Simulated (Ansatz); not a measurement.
## What strain does to KBr (rocksalt)

KBr built on the rocksalt prototype, relaxed with r2SCAN in the plane-wave code Ansatz. The symmetry is Fm-3m (No. 225, cubic); a = 6.604 Å in the conventional setting, 36.01 Å³ an atom. K has 6 Br at 3.30 Å; Br has 6 K at 3.30 Å.

The axes x, y and z are those of this cell:
```
CELL_PARAMETERS angstrom
0.00000 3.30225 3.30225
3.30225 0.00000 3.30225
3.30225 3.30225 0.00000
ATOMIC_POSITIONS crystal
K 0.00000 0.00000 0.00000
Br 0.50000 0.50000 0.50000
```

Unstrained: The PBE gap is direct at Γ: 4.430 eV. The r2SCAN gap is direct at Γ: 5.071 eV. With HSE06 the gap is 5.596 eV and direct, at Γ. Meshes: PBE 6×6×6, r2SCAN 6×6×6, HSE06 4×4×4. Strains are changes of length per length, and xy shears are angles. After each strain the atoms were relaxed again with r2SCAN in this cell and within any symmetry left, so distortions that break it or need a larger cell weren't tested; points keep the names that they have in the unstrained zone. No spin polarisation and no zero-point or thermal motion.

Changes of the least gap in eV (an overlap counts as a negative gap):
```csv
strain,volume change (%),space group,PBE,r2SCAN,HSE06,G0W0@PBE (mesh),"energy rise, r2SCAN (meV/atom)"
uniaxial -0.5 % along x,-0.5,I4/mmm,+0.012,+0.012,+0.013,+0.01,0.2
"epitaxial +0.5 % in the xy plane, free normal strain -0.03 %",+1.0,I4/mmm,-0.027,-0.029,-0.029,-0.02,0.2
uniaxial +0.5 % along [111],+0.5,R-3m,-0.017,-0.018,-0.018,-0.01,0.0
"xy shear, engineering strain (angle) +3.0 %",0.0,Immm,-0.037,-0.037,-0.038,-0.04,0.5
isotropic -5.0 % on every length,-14.3,Fm-3m,+0.455,+0.489,+0.495,+0.39,50.8
```
Unstrained, G0W0@PBE with 300 empty bands, a screening cutoff of 150 eV and a 4×4×4 mesh gives 6.99 eV on its mesh; the band count follows the volume. G0W0 here is at a finite number of bands, screening cutoff and k mesh, not at the basis limit.

Uniaxial -0.5 % along x, other directions held. HSE06: the gap goes from 5.596 to 5.610 eV (+0.013 eV). Stress change with r2SCAN, compression positive: xx +0.20, yy +0.02, zz +0.02 GPa.

Epitaxial +0.5 % in the xy plane, free normal strain -0.03 %. HSE06: the gap goes from 5.596 to 5.567 eV (-0.029 eV). Stress change with r2SCAN, compression positive: xx -0.21, yy -0.21, zz -0.03 GPa.

Uniaxial +0.5 % along [111], other directions held. HSE06: the gap goes from 5.596 to 5.578 eV (-0.018 eV); with r2SCAN the top three valence levels at Γ, degenerate before, become 2+1 from the top over 11 meV. Stress change with r2SCAN, compression positive: xx -0.08, yy -0.08, zz -0.08 GPa.

Xy shear, engineering strain (angle) +3.0 %. HSE06: the gap goes from 5.596 to 5.558 eV (-0.038 eV); with r2SCAN the top three valence levels at Γ, degenerate before, become 1+1+1 from the top over 67 meV. Stress change with r2SCAN, compression positive: xx 0.00, yy 0.00, zz -0.01, xy -0.16 GPa.

Isotropic -5.0 % on every length. HSE06: the gap goes from 5.596 to 6.091 eV (+0.495 eV). Stress change with r2SCAN, compression positive: xx +3.61, yy +3.61, zz +3.61 GPa. For HSE06, dE_g/d ln V = -3.2 eV over this step.

The runs are scalar-relativistic, without spin-orbit coupling.

The meshes of the hybrids are coarse, so their gaps aren't converged to the digits shown.

The splittings at Γ are without spin-orbit coupling, which is tenths of an eV in such compounds, regroups them and changes the shifts of the gap.
